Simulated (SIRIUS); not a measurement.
Here is a SIRIUS 7.12.0 calculation.

File sirius.json:

```json
{
  "control": {
    "processing_unit": "cpu",
    "verbosity": 2,
    "num_bands_to_print": 16,
    "print_forces": true,
    "print_stress": true
  },
  "parameters": {
    "electronic_structure_method": "pseudopotential",
    "xc_functionals": ["XC_GGA_X_PBE", "XC_GGA_C_PBE"],
    "gk_cutoff": 9.2,
    "pw_cutoff": 18.4,
    "ngridk": [12, 12, 12],
    "shiftk": [0, 0, 0],
    "smearing": "fermi_dirac",
    "smearing_width": 0.0018374661,
    "num_bands": 16,
    "num_mag_dims": 0,
    "num_dft_iter": 100,
    "energy_tol": 1e-08,
    "density_tol": 1e-06
  },
  "iterative_solver": {
    "type": "davidson",
    "min_tolerance": 1e-10
  },
  "mixer": {
    "type": "anderson",
    "beta": 0.7,
    "max_history": 8
  },
  "settings": {
    "tol_ne": 1e-10
  },
  "unit_cell": {
    "lattice_vectors": [
      [0.0, 3.705563957779, 3.705563957779],
      [3.705563957779, 0.0, 3.705563957779],
      [3.705563957779, 3.705563957779, 0.0]
    ],
    "atom_coordinate_units": "lattice",
    "atom_types": ["Pt"],
    "atom_files": {
      "Pt": "Pt.json"
    },
    "atoms": {
      "Pt": [
        [0.0, 0.0, 0.0]
      ]
    }
  }
}
```

Potentials or basis: PseudoDojo 0.4.1 PBE standard (scalar relativistic).

The run is started by

```sh
$ upf_to_json Pt.upf
$ OMP_NUM_THREADS=1 sirius.scf --input=sirius.json --output=out.json --task=0
```

**Question.** Estimate the pressure.

**Answer.** 9.7 GPa.

**Question.** Estimate the band gap on the k mesh.

**Answer.** None (metal or under the smearing width).

The run has no spin-orbit coupling, so splittings on Pt are missing.
